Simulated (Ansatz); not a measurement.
An Ansatz input:

```yaml
crystal:
  lattice:
    - [-2.940632661, 3.3497372858, 1.3337755642]
    - [3.3497372858, -2.940632661, 1.3337755642]
    - [1.9063131837, 1.9063131837, -0.5844996945]
  atoms:
    - { symbol: Pd, position: [0.0080809813, 0.9919190187, 0.0] }
    - { symbol: Pd, position: [0.7419190187, 0.2580809813, 0.5] }
hamiltonian:
  xc: pbe
  pseudopotentials:
    kind: paw
    azcp:
      Pd: "pseudopotentials/Pd.paw.azcp"
basis:
  ecutwfc: 420
  fft_grid_basis: typed
kpoints:
  mp_grid: { grid: [14, 14, 13], shift: [0, 0, 0] }
magnetization:
  spin_polarized: false
scf:
  occupations: { method: fermi_dirac, width: 0.1 }
  lower_state_search: "off"
output:
  stress: true
```

Terminal output

```
Engine: ansatz 0.2.0, x86_64-unknown-linux-gnu
Pseudopotentials: kind: paw
Pseudopotential: Pd, paw, valence charge 18, recommended cutoff 420 eV (normal) 
Functional definition: PBE
  parameter kappa = 0.804
  parameter beta = 0.06672455060314922
  exchange = pbe_x(kappa = kappa, mu = beta*pi^2/3)
  correlation = pbe_c(beta = beta)
Crystal: 2 atoms, lattice volume = 33.492 Å³
Basis set: ecut = 420 eV, 655 PW (Γ)
Bands: 22, of which v1, the nominal top of the filled ones, is band 18 counted from 1 (17 counted from 0)
Symmetry: 4 space group operations
Space group: C2/c (ITA 15), of the structure as read, at distance tolerance 3.2e-5 Å
k-points: 687 of 2548
Non-local potential: Pd, projectors of the file, l = 0: 2, l = 1: 2, l = 2: 2, l = 3: 1
PAW form: soft (Blöchl's): semilocal exchange-correlation on the pseudo side does not see the compensation charge
PAW one-centre angular grid: Pd, 590 points (default); XC on 64 Gauss nodes
Initial density: superposition of atomic densities (neutral atoms: chi_scale 0, normalization atom), corrected by the library's trained network
Initial wavefunctions: pseudopotential atomic-orbital guess
Functional: x = pbe(κ = 0.804, μ = 0.2195149727645171), c = pbe(β = 0.06672455060314922)
SCF iter   1: F=—  HF=-13945.436868 eV  |F-HF|=—  |Δ(HF+E_count)|=         —  Δρ=6.72e-3  dr2=5.17e-3  ethr=1.77e-3  ⟨swp⟩=5.0  Hψ=68018  notcnv=0
SCF iter   2: F=—  HF=-13945.436325 eV  |F-HF|=—  |Δ(HF+E_count)|=   5.43e-4  Δρ=2.77e-3  dr2=9.20e-4  ethr=1.44e-5  ⟨swp⟩=1.1  Hψ=21109  notcnv=0
SCF iter   3: F=—  HF=-13945.436398 eV  |F-HF|=—  |Δ(HF+E_count)|=   7.29e-5  Δρ=5.30e-4  dr2=4.15e-5  ethr=2.56e-6  ⟨swp⟩=2.2  Hψ=23427  notcnv=0
SCF iter   4: F=—  HF=-13945.436418 eV  |F-HF|=—  |Δ(HF+E_count)|=   2.00e-5  Δρ=8.66e-5  dr2=1.14e-6  ethr=1.15e-7  ⟨swp⟩=2.1  Hψ=20024  notcnv=0
SCF iter   5: F=—  HF=-13945.436418 eV  |F-HF|=—  |Δ(HF+E_count)|=   3.70e-7  Δρ=2.56e-5  dr2=1.70e-7  ethr=3.16e-9  ⟨swp⟩=2.3  Hψ=24791  notcnv=0
SCF iter   6: F=-13945.436418 eV  HF=-13945.436418 eV  |F-HF|=3.67e-10  |Δ(HF+E_count)|=   5.48e-8  Δρ=6.53e-6  dr2=1.67e-8  ethr=2.78e-10  ⟨swp⟩=3.9  Hψ=46432  notcnv=0
SCF 1 converged in 6 iterations: F = -13945.436418 eV  dr2 = 1.67e-8
SCF converged after 6 iterations
Free energy (F): -13945.436418 eV
Harris-Foulkes:  -13945.436418 eV  (|F-HF|=3.67e-10)
Internal energy: -13945.323749 eV  (E = F + TS)
E sigma→0 (E₀):  -13945.380084 eV
Entropy (-TS):   -0.112669 eV (-56.335 meV/atom)
Fermi energy:    16.752425 eV
--- Per-component energies (eV) ---
  E_band       = -373.160408
  E_kinetic    = 1025.055368
  E_local      = -3933.705630  (includes V_loc(G=0)·N_el)
  E_nonlocal   = 434.960428
  E_hartree    = 1590.466483
  E_xc         = -335.799732
  E_vxc        = -421.097517  (∫ρ·V_xc dr)
  E_paw        = -7500.752535  (= ΣΔE_a)
  E_vpaw       = -659.302459  (= ΣTr[D̂ρ^β])
  E_aug_tail   = 0.000435  (compensation charges beyond the density's cutoff)
  E_ewald      = -5225.548566
  E_smearing   = -0.112669  (= −TS)
  E_closure    = -0.000000  (closes the sum)
  Σ components = -13945.436418   (vs F -13945.436418, Δ=0.00e0)
--- Stress (GPa, compression-positive) ---
       -5.506179       0.059922       0.072825
        0.059922      -5.506179       0.072825
        0.072825       0.072825      -4.992486
  P = ⅓ Tr σ = -5.3349 GPa (-53.349 kbar)
```

Launched by

```sh
ansatz run input.yaml --threads 1 --pin off --max-ram 3584MiB --backend cpu --events-out ev --progress --plain --runs-dir out
```

On 1 thread of Intel(R) Xeon(R) Platinum 8259CL CPU @ 2.50GHz (Skylake/Cascade Lake) (shared host) this took about 26 s of wall time and 26 s of CPU time.
